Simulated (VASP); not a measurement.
# Hf (P6_3/mmc) in VASP: further runs

Runs on Hf. Level: PBEsol. Tasks: relaxation of cell and atoms.

Everything below comes from runs of VASP 6.6.1. Logs are shortened: lines on timing, memory, paths and dates and some standing lists are left out, and cuts for length are marked.

## (1) Starting point

It takes space group P6_3/mmc (No. 194, hexagonal). The conventional cell has a = 2.948 Å, b = 2.948 Å, c = 4.730 Å, α = 90.00°, β = 90.00°, γ = 120.00°. Around Hf (site symmetry -6m2) lie 12 Hf at 2.91 to 2.95 Å.

## (2) Relaxation of cell and atoms, PBEsol, target pressure 30 GPa, at which the enthalpy is minimised

INCAR reads:

```
  PREC = Accurate
  ENCUT = 520
  EDIFF = 1E-7
  ISMEAR = 0
  SIGMA = 0.1
  LREAL = F
  LASPH = T
  NELM = 80
  ALGO = Normal
  ISIF = 3
  LWAVE = F
  LCHARG = F
  GGA = PS
  IBRION = 2
  NSW = 80
  EDIFFG = -0.002
  PSTRESS = 300.0
```

KPOINTS reads:

```
regular mesh
0
Gamma
  21 21 12
```

POSCAR reads:

```
Hf                                      
1.0
    2.9478066650     -0.0000000000     -0.0000000000
   -1.4739033325      2.5528754618     -0.0000000000
   -0.0000000000     -0.0000000000      4.7295876177
  Hf            
     2
Direct
     0.3333333300000021    0.6666666699999979    0.2500000000000000
     0.6666666699999979    0.3333333300000021    0.7500000000000000
```

Potentials or basis: VASP PAW PBE potentials, release 64 (Hf_pv).

Launch:

```bash
cat potpaw_PBE.64/Hf_pv/POTCAR > POTCAR
mpirun -np 1 vasp_std > vasp.out
```

OUTCAR:

```text
PREC = Accurate
   ENCUT = 520
   EDIFF = 1E-7
   ISMEAR = 0
   LREAL = F
   LASPH = T
   NELM = 80
   ISIF = 3
   GGA = PS
   IBRION = 2
   NSW = 80
   EDIFFG = -0.002
   PSTRESS = 300.0

 ion  position               nearest neighbor table
   1  0.333  0.667  0.250-   2 2.91   2 2.91   2 2.91   2 2.91   2 2.91   2 2.91
   2  0.667  0.333  0.750-   1 2.91   1 2.91   1 2.91   1 2.91   1 2.91   1 2.91

  LATTYP: Found a hexagonal cell.
 ALAT       =     2.9478066650
 C/A-ratio  =     1.6044429487

  Lattice vectors:

 A1 = (   2.9478066650,   0.0000000000,   0.0000000000)
 A2 = (  -1.4739033325,   2.5528754618,   0.0000000000)
 A3 = (   0.0000000000,   0.0000000000,   4.7295876177)

Analysis of symmetry for initial positions (statically):
=====================================================================
 Subroutine PRICEL returns:
 Original cell was already a primitive cell.

 Routine SETGRP: Setting up the symmetry group for a
 hexagonal supercell.

 Subroutine GETGRP returns: Found 24 space group operations
 (whereof 12 operations were pure point group operations)
 out of a pool of 24 trial point group operations.

The static configuration has the point symmetry D_3d.
 The point group associated with its full space group is D_6h.

Analysis of symmetry for dynamics (positions and initial velocities):
=====================================================================
 Subroutine PRICEL returns:
 Original cell was already a primitive cell.

 Routine SETGRP: Setting up the symmetry group for a
 hexagonal supercell.

 Subroutine GETGRP returns: Found 24 space group operations
 (whereof 12 operations were pure point group operations)
 out of a pool of 24 trial point group operations.

The dynamic configuration has the point symmetry D_3d.
 The point group associated with its full space group is D_6h.

 Subroutine INISYM returns: Found 24 space group operations
 (whereof 12 operations are pure point group operations),
 and found     1 'primitive' translations

----------------------------------------------------------------------------------------

                                     Primitive cell

  volume of cell :      35.5920

  direct lattice vectors                    reciprocal lattice vectors
     2.947806665  0.000000000  0.000000000     0.339235273  0.195857576  0.000000000
    -1.473903332  2.552875462  0.000000000     0.000000000  0.391715152  0.000000000
     0.000000000  0.000000000  4.729587618     0.000000000  0.000000000  0.211434924

  length of vectors
     2.947806665  2.947806669  4.729587618     0.391715153  0.391715152  0.211434924

  position of ions in fractional coordinates (direct lattice)
     0.333333330  0.666666670  0.250000000
     0.666666670  0.333333330  0.750000000

  ion indices of the primitive-cell ions
   primitive index   ion index
                 1           1
                 2           2

----------------------------------------------------------------------------------------

 KPOINTS: regular mesh

Automatic generation of k-mesh.
 Grid dimensions read from file:
 generate k-points for:   21   21   12

 Generating k-lattice:

  Cartesian coordinates                     Fractional coordinates (reciprocal lattice)
     0.016154061  0.009326551  0.000000000     0.047619048 -0.000000000  0.000000000
     0.000000000  0.018653102  0.000000000     0.000000000  0.047619048  0.000000000
     0.000000000  0.000000000  0.017619577     0.000000000  0.000000000  0.083333333

  Length of vectors
     0.018653103  0.018653102  0.017619577

  Shift w.r.t. Gamma in fractional coordinates (k-lattice)
     0.000000000  0.000000000  0.000000000

 Subroutine IBZKPT returns following result:
 ===========================================

 Found    336 irreducible k-points:

 Following reciprocal coordinates:
            Coordinates               Weight
  0.000000  0.000000  0.000000      1.000000
  0.047619  0.000000  0.000000      6.000000
  0.095238  0.000000  0.000000      6.000000
  0.142857  0.000000  0.000000      6.000000
  0.190476  0.000000  0.000000      6.000000
  0.238095  0.000000  0.000000      6.000000
[... 16 lines left out ...]
  0.142857  0.095238  0.000000     12.000000
  0.190476  0.095238  0.000000     12.000000
 [... further k-points ...]
   k-points           NKPTS =    336   k-points in BZ     NKDIM =    336   number of bands    NBANDS=     14
   number of dos      NEDOS =    301   number of ions     NIONS =      2
   total plane-waves  NPLWV =  20736
   dimension x,y,z NGX =    24 NGY =   24 NGZ =   36
   dimension x,y,z NGXF=    48 NGYF=   48 NGZF=   72
   ions per type =               2
   NGX,Y,Z   is equivalent  to a cutoff of  13.54, 13.54, 12.65 a.u.
   NGXF,Y,Z  is equivalent  to a cutoff of  27.07, 27.07, 25.31 a.u.
 SYSTEM =  unknown system
   PREC   = accura    normal or accurate (medium, high low for compatibility)
   ISTART =      0    job   : 0-new  1-cont  2-samecut
   ICHARG =      2    charge: 1-file 2-atom 10-const
   ISPIN  =      1    spin polarized calculation?
   LNONCOLLINEAR =      F non collinear calculations
   LSORBIT =      F    spin-orbit coupling
   LASPH  =      T    aspherical Exc in radial PAW
   ENCUT  =  520.0 eV  38.22 Ry    6.18 a.u.   5.48  5.48  8.79*2*pi/ulx,y,z
   NELM   =     80;   NELMIN=  2; NELMDL= -5     # of ELM steps
   EDIFF  = 0.1E-06   stopping-criterion for ELM
   LREAL  =      F    real-space projection
   EDIFFG = -.2E-02   stopping-criterion for IOM
   NSW    =     80    number of steps for IOM
   IBRION =      2    ionic relax: 0-MD 1-quasi-New 2-CG
   NFREE  =      1    steps in history (QN), initial steepest desc. (CG)
   ISIF   =      3    stress and relaxation
   ISYM   =      2    0-nonsym 1-usesym 2-fastsym
   POTIM  = 0.5000    time-step for ionic-motion
   TEBEG  =    0.0;   TEEND  =   0.0 temperature during run
   PSTRESS=  300.0 pullay stress
   NELECT =      20.0000    total number of electrons
   NUPDOWN=      -1.0000    fix difference up-down
   EMIN   =  10.00;   EMAX   =-10.00  energy-range for DOS
   EFERMI =   0.00;   METHOD = LEGACY
   ISMEAR =     0;   SIGMA  =   0.10  broadening in eV -4-tet -1-fermi 0-gaus
   EFERMI_NEDOS =   21; number of points for ismear=-14 and -15
   IALGO  =     38    algorithm
   IMIX   =      4    mixing-type and parameters
     AMIX     =   0.40;   BMIX     =  1.00
     AMIX_MAG =   1.60;   BMIX_MAG =  1.00
  volume/ion in A,a.u.               =      17.80       120.09
  Fermi-wavevector in a.u.,A,eV,Ry     =   1.350934  2.552895 24.830948  1.825023
  Thomas-Fermi vector in A             =   2.478398
   LORBIT       =      0    0 simple, 1 ext, 2 COOP (PROOUT), +10 PAW based schemes
   GGA     = PS    functional components
   LHFCALC =     F    Hartree Fock is set to
   AEXX    =    0.0000 exact exchange contribution
   IVDW    =     0    specifies the selected vdW correction
   LEPSILON=     F    determine dielectric tensor
   LRPA    =     F    only Hartree local field effects (RPA)
 conjugate gradient relaxation of ions
 non-spin polarized calculation
 Gauss-broadening in eV      SIGMA  =   0.10
  energy-cutoff  :      520.00
  volume of cell :       35.59
 maximum number of plane-waves:       986
 NGX is ok and might be reduce to    24
   NGX = 11   NGY = 11   NGZ = 17

--------------------------------------- Ionic step        1  -------------------------------------------

 number of electron      20.0000000 magnetization

 Free energy of the ion-electron system (eV)
  ---------------------------------------------------
  ext. energy  EPLUGINS =         0.00000000
  ---------------------------------------------------
  free energy    TOTEN  =       -20.39863698 eV

  energy without entropy =      -20.39129030  energy(sigma->0) =      -20.39496364

------------------------ aborting loop because EDIFF is reached ----------------------------------------

  FORCE on cell =-STRESS in cart. coord.  units (eV):
  Direction    XX          YY          ZZ          XY          YZ          ZX
  --------------------------------------------------------------------------------------
  -------------------------------------------------------------------------------------
  Total        6.6695190      6.6695190      6.6641546      0.0000000      0.0000000      0.0000000
  in kB      300.2293842    300.2293853    299.9879071      0.0000000      0.0000000      0.0000000
  external PRESSURE =       0.1488922 kB  Pullay stress =     300.0000000 kB
[... 137 lines left out ...]
  enthalpy is  TOTEN    =       -13.7342138757 eV   P V=        6.6649474091

--------------------------------------- Ionic step        5  -------------------------------------------

 number of electron      20.0000000 magnetization

 Free energy of the ion-electron system (eV)
  ---------------------------------------------------
  ext. energy  EPLUGINS =         0.00000000
  ---------------------------------------------------
  free energy    TOTEN  =       -20.39889913 eV

  energy without entropy =      -20.39155247  energy(sigma->0) =      -20.39522580

 E-fermi :   6.4838     XC(G=0): -12.4843

 val. band max:        6.4828770502   @ k =   0.0476   0.0476   0.4167
 cond. band min:       6.4881745289   @ k =   0.2857   0.2381   0.5000
 fundamental gap:      0.0052974787
 Fermi energy:         6.4838131269

 k-point     1 :       0.0000    0.0000    0.0000
  band No.  band energies     occupation
      1     -24.6132      2.00000
      2     -23.0854      2.00000
      3     -23.0854      2.00000
      4     -22.8481      2.00000
      5     -22.8472      2.00000
      6     -22.8472      2.00000
      7      -1.6424      2.00000
      8       1.9349      2.00000
      9       7.6533      0.00000
     10       7.6533      0.00000
     11       7.8291      0.00000
     12       8.0952      0.00000
     13       8.7142      0.00000
     14       8.7142      0.00000
[... 375 lines left out ...]
 k-point    24 :       0.1905    0.0952    0.0000
  band No.  band energies     occupation
      1     -24.3038      2.00000
      2     -23.6938      2.00000
      3     -23.5549      2.00000
      4     -23.2524      2.00000
      5     -22.9931      2.00000
      6     -22.9854      2.00000
      7       0.6078      2.00000
      8       3.7504      2.00000
      9       5.2530      2.00000
     10       5.4034      2.00000
     11       7.2360      0.00000
     12       7.6343      0.00000
     13       8.7723      0.00000
     14       9.7059      0.00000

 [... further k-points ...]

------------------------ aborting loop because EDIFF is reached ----------------------------------------

  FORCE on cell =-STRESS in cart. coord.  units (eV):
  Direction    XX          YY          ZZ          XY          YZ          ZX
  --------------------------------------------------------------------------------------
  -------------------------------------------------------------------------------------
  Total        6.6656719      6.6656719      6.6616997      0.0000000      0.0000000      0.0000000
  in kB      300.0444066    300.0444077    299.8656081      0.0000000      0.0000000      0.0000000
  external PRESSURE =      -0.0151925 kB  Pullay stress =     300.0000000 kB
[... 17 lines left out ...]
  FREE ENERGIE OF THE ION-ELECTRON SYSTEM (eV)
  ---------------------------------------------------
  free  energy   TOTEN  =       -20.3988991297 eV

  energy  without entropy=      -20.3915524708  energy(sigma->0) =      -20.39522580

  enthalpy is  TOTEN    =       -13.7342137854 eV   P V=        6.6646853444

 reached required accuracy - stopping structural energy minimisation
```

Run time: 2.1 min. Hardware: 1 thread of Intel Xeon Platinum 8488C (Sapphire Rapids), shared host; peak memory 0.28 GiB.

Results:

```yaml
Free_energy: -20.3989 eV
Energy_change_on_relaxing_the_enthalpy_is_what_falls: -0.1 meV/atom
Ionic_steps: 5
Pressure_after_relaxing: 30.0 GPa
Band_gap_on_the_k_mesh: none (metal or under the smearing width)
```

The path:
| step | energy change (eV) | largest force (eV/Å) | pressure (GPa) | volume (Å³) |
| --- | --- | --- | --- | --- |
| 1 | 0.0000 | 0.0000 | 30.01 | 35.59 |
| 2 | -0.0016 | 0.0000 | 29.97 | 35.60 |
| 3 | -0.0007 | 0.0000 | 29.99 | 35.60 |
| 4 | -0.0005 | 0.0000 | 29.99 | 35.59 |
| 5 | -0.0003 | 0.0000 | 30.00 | 35.59 |

Final structure:
```
CELL_PARAMETERS angstrom
2.94787 0.00000 0.00000
-1.47393 2.55293 0.00000
0.00000 0.00000 4.72958
ATOMIC_POSITIONS crystal
Hf 0.33333 0.66667 0.25000
Hf 0.66667 0.33333 0.75000
```

Caveat: the cell is relaxed towards a set pressure, so the enthalpy falls and the energy may rise; the PAW data sets were made with another functional, which shifts forces and pressure a little.

(Part 1 of 2 ends here.)
